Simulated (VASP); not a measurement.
## InP: relaxation of the atoms with PBEsol

InP:

```
In P
1.0
     0.00000    2.87933    2.87933
     2.87933    0.00000    2.87933
     2.87933    2.87933    0.00000
In P
1 1
Cartesian
  0.0000 0.0000 0.0000
  1.4397 1.4397 1.4397
```

The cell isn't the ideal one: a relaxed cell with its volume scaled by 0.94.

* Program: VASP 6.6.1
* Task: relaxation of the atoms
* Functional: PBEsol
* Potentials or basis: VASP PAW PBE potentials, release 64 (In_d, P)
* Cutoff: 600 eV
* k mesh: 8 × 8 × 8
* Occupations: gaussian, width 0.03 eV
* Spin: no spin polarisation
* Further INCAR settings: ALGO = Fast; EDIFF = 1e-07; IBRION = 2; EDIFFG = -0.01; NSW = 40

* Pressure after relaxing: 4.8 GPa
* Band gap on the k mesh: 0.90 eV, direct

Final structure:
```
CELL_PARAMETERS angstrom
0.00000 2.87933 2.87933
2.87933 0.00000 2.87933
2.87933 2.87933 0.00000
ATOMIC_POSITIONS crystal
In 0.00000 0.00000 0.00000
P 0.25000 0.25000 0.25000
```

Levels at points of the mesh, in eV from the valence-band top:
```
           k point  band 7  band 8  band 9  band 10  band 11  band 12
(0.00, 0.00, 0.00)    0.00    0.00    0.00     0.90     4.01     4.01
(0.50, 0.00, 0.00)   -6.10   -1.07   -1.07     1.52     4.73     4.73
(0.50, 0.50, 0.00)   -6.06   -2.54   -2.54     1.54     2.15     9.44
```

Run time: 42 s on 1 thread of Intel(R) Xeon(R) Platinum 8259CL CPU @ 2.50GHz (Skylake/Cascade Lake) (shared host), peak memory 0.21 GiB.

Caveat: the relaxation stopped at its first step, so nothing moved; the PAW data sets were made with another functional, which shifts forces and pressure a little; spin-orbit coupling is left out, which moves the levels of the heavy elements.
